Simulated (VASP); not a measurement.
Cs2AgBiBr6:

```xyz
10
Lattice="0.0000 5.6161 5.6161 5.6161 0.0000 5.6161 5.6161 5.6161 0.0000" Properties=species:S:1:pos:R:3 pbc="T T T"
Bi    0.0000    0.0000    0.0000
Cs    8.4242    8.4242    8.4242
Cs    2.8081    2.8081    2.8081
Ag    5.6161    5.6161    5.6161
Br    5.6161    5.6161    8.4180
Br    5.6161    5.6161    2.8142
Br    2.8142    5.6161    5.6161
Br    5.6161    8.4180    5.6161
Br    8.4180    5.6161    5.6161
Br    5.6161    2.8142    5.6161
```

| Item | Value |
| --- | --- |
| Program | VASP 6.6.1 |
| Task | relaxation of cell and atoms |
| Functional | PBE |
| Potentials or basis | VASP PAW PBE potentials, release 54 (Bi_d, Cs_sv, Ag, Br) |
| Cutoff | 600 eV |
| k mesh | 3 × 3 × 3 |
| Occupations | fermi-dirac, width 0.05 eV |
| Spin | no spin polarisation |

At the start: pressure 1.9 GPa; volume 35.43 Å³/atom.

Q: How do energy, volume and symmetry change on relaxing?

A: Over 6 steps the energy falls by 13.8 meV/atom and the volume is 37.75 Å³/atom (+6.6 %); space group Fm-3m (No. 225, to 0.05 Å).

The path:
| step | energy change (eV) | largest force (eV/Å) | pressure (GPa) | volume (Å³) |
| --- | --- | --- | --- | --- |
| 1 | 0.0000 | 0.2916 | 1.87 | 354.27 |
| 2 | -0.1366 | 0.0228 | 0.10 | 375.89 |
| 3 | -0.1369 | 0.0366 | 0.02 | 377.02 |
| 4 | -0.1369 | 0.0309 | 0.05 | 376.56 |
| 5 | -0.1372 | 0.0202 | 0.04 | 376.88 |
| 6 | -0.1376 | 0.0008 | 0.03 | 377.51 |

Final structure:
```
CELL_PARAMETERS angstrom
0.00000 5.73629 5.73629
5.73629 0.00000 5.73629
5.73629 5.73629 0.00000
ATOMIC_POSITIONS crystal
Bi 0.00000 0.00000 0.00000
Cs 0.75000 0.75000 0.75000
Cs 0.25000 0.25000 0.25000
Ag 0.50000 0.50000 0.50000
Br 0.74861 0.74861 0.25139
Br 0.25139 0.25139 0.74861
Br 0.74861 0.25139 0.25139
Br 0.74861 0.25139 0.74861
Br 0.25139 0.74861 0.74861
Br 0.25139 0.74861 0.25139
```
